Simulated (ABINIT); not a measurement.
BeTe:

```
Te Be
1.0
     0.00000    2.77000    2.77000
     2.77000    0.00000    2.77000
     2.77000    2.77000    0.00000
Te Be
1 1
Direct
  0.75000 0.75000 0.75000
  0.00000 0.00000 0.00000
```

Program: ABINIT 10.8.3 (patched build). Alike in all runs: no spin polarisation; cell as given; smearing fermi-dirac 0.05 eV. Hardware: 1 thread of Arm Neoverse V1 (shared host).

Q: Order these runs on this cell by their wall time, lowest first.
A. task single point; level LDA; potentials or basis JTH PAW LDA v2.0; k mesh 3 × 3 × 3; cutoff (eV) 408; fine-grid cutoff 816.342 eV; mesh quality coarse
B. task band structure; level r2SCAN; potentials or basis JTH PAW LDA v2.0; k mesh 8 × 8 × 8; cutoff (eV) 490; fine-grid cutoff 979.61 eV; mesh quality not flagged
C. task single point; level r2SCAN; potentials or basis JTH PAW PBE v2.0; k mesh 5 × 5 × 5; cutoff (eV) 490; fine-grid cutoff 979.61 eV; mesh quality not flagged

A: A (1.9 s), C (18 s), B (130 s).

Caveats: some runs use coarse meshes.

Runs at the PBE level aren't shown here.
